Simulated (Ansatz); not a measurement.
A 3-atom cell of WSe2 (P-6m2) from a materials database, relaxed with r2SCAN+rVV10 in Ansatz 0.2.0. Space group P-6m2 (No. 187), hexagonal; a = 3.297 Å, c = 7.184 Å in the conventional setting, 22.55 Å³ an atom. Around W lie 6 Se at 2.53 Å; around Se lie 3 W at 2.53 Å.

The axes x, y and z are those of this cell:
```
CELL_PARAMETERS angstrom
3.29721 0.00000 0.00000
-1.64861 2.85547 0.00000
0.00000 0.00000 7.18427
ATOMIC_POSITIONS crystal
W 0.00000 0.00000 0.00000
Se 0.33333 0.66667 0.23192
Se 0.33333 0.66667 0.76808
```

Unstrained: The PBE gap is indirect, 1.367 eV (A to Γ–K (0.53 of the way from Γ)), below the direct gap of 1.559 eV at H. The r2SCAN gap is indirect, 1.487 eV (A to Γ–K (0.53 of the way from Γ)), below the direct gap of 1.675 eV at H. With HSE06 the valence top lies at A and the conduction bottom at Γ–K (0.53 of the way from Γ), 1.889 eV higher; the smallest vertical gap, at H, is 2.021 eV. Meshes: PBE 12×12×4, r2SCAN 12×12×4, HSE06 6×6×4. Strains are changes of length per length. After each strain the atoms were relaxed again with r2SCAN+rVV10 within the symmetry that the strain leaves, so tilts or polar shifts that break it weren't tested; points keep the names that they have in the unstrained zone. No spin polarisation and no zero-point or thermal motion.

**Question.** Apply isotropic +0.4 % on every length. How far does the gap move, against the unstrained cell?

**Answer.** PBE: the gap goes from 1.367 to 1.371 eV (+0.004 eV). r2SCAN: the gap goes from 1.487 to 1.491 eV (+0.004 eV). HSE06: the gap goes from 1.889 to 1.894 eV (+0.005 eV).

**Question.** Estimate what uniaxial -3.77 % along y, other directions held does to the gap.

**Answer.** PBE: the gap goes from 1.367 to 1.251 eV (-0.116 eV); the edges go from A → Γ–K (0.53) to (0.341, 0.328, -1/2) → (0.172, 0.182, 0). r2SCAN: the gap goes from 1.487 to 1.394 eV (-0.093 eV); the edges go from A → Γ–K (0.53) to (0.341, 0.328, -1/2) → (0.172, 0.182, 0). HSE06: the gap goes from 1.889 to 1.756 eV (-0.133 eV); the edges go from A → Γ–K (0.53) to (0.341, 0.328, -1/2) → (0.172, 0.182, 0).

No spin-orbit coupling is included; it can move band edges with weight on the heavy atoms by tenths of an eV.

Where an edge lies off the special points, it is a point of the mesh or the k point where a search put PBE's edge or least direct gap, reused for the other functionals, whose own edges may lie a little apart.

Coordinates of k points refer to the reciprocal vectors of the primitive cell of the runs.

The meshes of the hybrids are coarse, so their gaps aren't converged to the digits shown.
